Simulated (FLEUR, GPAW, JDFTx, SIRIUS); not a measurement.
**Al: programs and potentials compared**

```xyz
1
Lattice="0.0000 2.0248 2.0248 2.0248 0.0000 2.0248 2.0248 2.0248 0.0000" Properties=species:S:1:pos:R:3 pbc="T T T"
Al    0.0000    0.0000    0.0000
```

Alike in all runs: task equation of state; functional RPBE; k mesh 11 × 11 × 11; occupations fermi-dirac, width 0.05 eV; no spin polarisation; no spin-orbit coupling.

| program and potentials | plane-wave cutoff (eV) | notes | equilibrium volume (Å³/atom) | bulk modulus (GPa) |
| --- | --- | --- | --- | --- |
| SIRIUS, all-electron FP-LAPW, apw+lo standard | - | - | 16.82 | 76.8 |
| GPAW, the program's PAW data sets (release 1.2.1) made for this functional | 600 | - | 16.85 | 77.2 |
| JDFTx, PseudoDojo-SR-PBE-0.5-standard | 544 | potentials made for PBE | 16.49 | 79.1 |
| FLEUR, all-electron, FLAPW | - | - | 16.83 | 76.7 |

The equilibrium volume spans 16.49 (JDFTx, PseudoDojo-SR-PBE-0.5-standard) to 16.85 Å³/atom (GPAW, the program's PAW data sets (release 1.2.1) made for this functional), with all-electron results at 16.82 to 16.83. The bulk modulus spans 76.7 (FLEUR, all-electron, FLAPW) to 79.1 GPa (JDFTx, PseudoDojo-SR-PBE-0.5-standard), with all-electron results at 76.7 to 76.8. For a metal such a mesh isn't converged, which the comparison doesn't need.

Differences between rows come from potentials, basis sets and numerical settings, since the functional is the same but for its coding. Runs on potential files found faulty are left out.
